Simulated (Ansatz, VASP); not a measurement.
One calculation of MgO, two programs

Contents of INCAR:

```
SYSTEM = MgO
PREC = Accurate
ENCUT = 520
EDIFF = 1E-6
ISMEAR = 0
SIGMA = 0.02
LREAL = .False.
LASPH = .True.
NELM = 60
ALGO = Normal
ISIF = 2
LWAVE = .False.
LCHARG = .False.
GGA = PE
NBANDS = 11
```

KPOINTS

```
Automatic mesh
0
Gamma
  12 12 10
  0 0 0
```

Contents of POSCAR:

```
MgO
1.0
    2.9240946843      0.0293802090     -0.0151308077
   -1.4366033348      2.5388195893     -0.0150543187
   -0.0138003520     -0.0238223552      2.6876654464
Mg O
1 1
Direct
    0.0201593811      0.0016192418     -0.0517785706
    0.3131739489      0.6650474282      0.5517785706
```

Input for Ansatz:

```yaml
crystal:
  lattice:
    - [2.9240946843, 0.029380209, -0.0151308077]
    - [-1.4366033348, 2.5388195893, -0.0150543187]
    - [-0.013800352, -0.0238223552, 2.6876654464]
  atoms:
    - { symbol: Mg, position: [0.0201593811, 0.0016192418, -0.0517785706] }
    - { symbol: O, position: [0.3131739489, 0.6650474282, 0.5517785706] }
basis:
  ecutwfc: 420
kpoints:
  mp_grid: { grid: [12, 12, 10] }
hamiltonian:
  xc: pbe
scf:
  occupations: { method: gaussian, width: 0.02 }
output:
  forces: true
  stress: true
  eigenvalues: true
  populations: true
```

Change from the starting cell: all atoms moved at random, cell strained at random.

Alike in both runs: task single point; functional PBE; k mesh 12 × 12 × 10; occupations gaussian, width 0.02 eV; no spin polarisation.

|  | VASP | Ansatz |
| --- | --- | --- |
| version | VASP 6.6.1 | Ansatz 0.2.0 |
| potentials or method | VASP PAW PBE potentials, release 64 (Mg, O) | scalar-relativistic, plane waves, PAW |
| plane-wave cutoff (eV) | 520 | 420 |
| valence electrons in the cell | 8 | 16 |

```csv
,VASP,Ansatz,Ansatz less VASP
gap on the k mesh at the Fermi level (eV),2.93,2.95,+0.022
least direct gap on the mesh (eV),3.42,3.44,+0.020
pressure (GPa),7.1,7.6,+0.51
largest component of the traceless stress (GPa),7.06,6.97,-0.091
rms of the force components (eV/Å),0.792,0.779,-0.0138
```

Atom by atom the forces differ by 0.014 eV/Å (rms over components). The two sets of potentials don't hold the same shells in valence.

Caveats: forces of over 1 eV/Å show positions far from the minimum, so gaps and moduli don't describe the material at rest. A k mesh can miss the band edges.
